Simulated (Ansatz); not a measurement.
## Strain response of Ni

The calculation used DFT PBEsol, scalar-relativistic, plane waves, PAW in Ansatz. Run with 420 eV cutoff, 22×22×16 k-mesh, Gaussian smearing of 0.10 eV, collinear spin.

Reference structure (relaxed):

```xyz
2
Lattice="1.7316 1.7316 0.0000 -1.7316 1.7316 0.0000 0.0000 0.0000 3.4631" Properties=species:S:1:pos:R:3 pbc="T T T"
Ni    0.0000    0.0000    0.0000
Ni    0.0000    1.7316    1.7316
```

Deformation: biaxial strain in the a-b plane, with the length and tilt of c and the atoms relaxed, all within the symmetry that the strain leaves. Energies are extrapolated to zero smearing.

| strain (%) | ΔE (meV/atom) | a (Å) | b (Å) | c (Å) | moment (μB/cell) |
| --- | --- | --- | --- | --- | --- |
| -3.0 | 20.2 | 2.375 | 2.375 | 3.579 | 1.23 |
| -2.0 | 8.7 | 2.400 | 2.400 | 3.540 | 1.24 |
| -1.0 | 2.1 | 2.424 | 2.424 | 3.502 | 1.26 |
| +0.0 | 0.0 | 2.449 | 2.449 | 3.463 | 1.26 |
| +1.0 | 1.8 | 2.473 | 2.473 | 3.422 | 1.26 |
| +2.0 | 6.8 | 2.498 | 2.498 | 3.380 | 1.26 |
| +3.0 | 14.7 | 2.522 | 2.522 | 3.337 | 1.25 |

**Question.** What stiffness (1/V) d²E/dε² at zero strain does a cubic fit over all points give?

**Answer.** A cubic fit gives (1/V) d²E/dε² = 598 GPa at zero strain (twice the biaxial modulus).

**Question.** How does the free axis c answer a small strain?

**Answer.** Between the innermost points its strain is -1.15 times the applied one.